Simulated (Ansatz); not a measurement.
# SiO2: further runs on the relaxed cell

The task here is to estimate one member of a computed series from the others.

Computed with Ansatz 0.2.0 (DFT LDA, scalar-relativistic, plane waves, PAW, unless a step's input says otherwise).

1 further run of the same task is left out (set aside as unsound or not needed). Runs told in other sessions of the task aren't counted.

## The system as given

Symmetry: P6_422, No. 181, hexagonal system. The conventional cell has a = 5.039 Å, b = 5.039 Å, c = 5.525 Å, α = 90.00°, β = 90.00°, γ = 120.00°. Around Si (site symmetry 222) lie 4 O at 1.60 Å. O (site symmetry 2) has 2 Si at 1.60 Å in its first shell of neighbours.

Coordinates:

```
CELL_PARAMETERS angstrom
5.03870 0.00000 0.00000
-2.51935 4.36364 0.00000
0.00000 0.00000 5.52485
ATOMIC_POSITIONS crystal
Si 0.00000 0.50000 0.33333
Si 0.50000 0.50000 0.66667
Si 0.50000 0.00000 0.00000
O 0.58439 0.79220 0.83333
O 0.79220 0.58439 0.50000
O 0.79220 0.20780 0.16667
O 0.41561 0.20780 0.83333
O 0.20780 0.41561 0.50000
O 0.20780 0.79220 0.16667
```

It goes back to an entry of the Materials Project, which need not be the stable form.

It is the result of an earlier relaxation at this level (volume 13.50 Å³/atom; gap on the mesh: 5.50 eV).

The first run:

input.yaml

```yaml
crystal:
  lattice:
    - [4.9877989732, 0.0, 0.0]
    - [-2.4938994866, 4.3195606197, 0.0]
    - [0.0, 0.0, 5.4690445514]
  atoms:
    - { symbol: Si, position: [0.0, 0.5, 0.3333333333] }
    - { symbol: Si, position: [0.5, 0.5, 0.6666666667] }
    - { symbol: Si, position: [0.5, 0.0, 0.0] }
    - { symbol: O, position: [0.5843949018, 0.7921974509, 0.8333333333] }
    - { symbol: O, position: [0.7921974509, 0.5843949018, 0.5] }
    - { symbol: O, position: [0.7921974509, 0.2078025491, 0.1666666667] }
    - { symbol: O, position: [0.4156050982, 0.2078025491, 0.8333333333] }
    - { symbol: O, position: [0.2078025491, 0.4156050982, 0.5] }
    - { symbol: O, position: [0.2078025491, 0.7921974509, 0.1666666667] }
basis:
  ecutwfc: 420
kpoints:
  mp_grid: { grid: [6, 6, 4] }
hamiltonian:
  xc: lda
scf:
  occupations: { method: gaussian, width: 0.02 }
output:
  forces: true
  stress: true
  eigenvalues: true
relax:
  adjacent_minimum: "off"
  f_tol: 0.01
  max_steps: 30
  cell: { stress_tol: 0.1, fix: [volume] }
```

The run is started by

```bash
> ansatz run input.yaml --threads 2 --pin off --max-ram 5120MiB --backend cpu --events-out ev --progress --plain --runs-dir out
```

Steps of the session up to this table: Point at V/V0 = 0.97; The cell scaled to 1.03 of its volume; Point at V/V0 = 0.94; Point at V/V0 = 1.06; The cell scaled to 0.91 of its volume; Volume × 1.10; Volume × 0.88.

One of the session's tables, all rows but one given; the rest of the session is left out.

It belongs to the step «Equation of state». 

| volume (Å³/atom) | energy above the lowest point (meV/atom) | pressure (GPa) | gap on the mesh (eV) |
| --- | --- | --- | --- |
| 11.878 | 93.1 | 18.96 | 5.57 |
| 12.283 | ? | ? | ? |
| 12.687 | 22.3 | 9.06 | 5.63 |
| 13.092 | 5.5 | 4.34 | 5.58 |
| 13.497 | 0.0 | 0.00 | 5.50 |
| 13.902 | 5.2 | -3.96 | 5.38 |
| 14.307 | 19.8 | -7.53 | 5.24 |
| 14.847 | 52.5 | -11.78 | 5.02 |

Q: Estimate the row for volume (Å³/atom) = 12.283 from the others.

Worked estimate for «energy above the lowest point (meV/atom)». A straight line through the neighbours (11.878, 93.1) and (12.687, 22.3) gives 93.1 + (22.3 − 93.1) × (12.283 − 11.878) / (12.687 − 11.878) = 57.7; a parabola fitted to 3 rows on both sides gives 51.5.

The run gave: energy above the lowest point (meV/atom): 51.4; pressure (GPa): 14.03; gap on the mesh (eV): 5.64. In «energy above the lowest point (meV/atom)» the line misses by +6.3 and the parabola by +0.1.

Limits of these values: The gap on the mesh goes from 5.57 eV at the smallest volume to 5.02 eV at the largest, through a peak of 5.64 eV between.
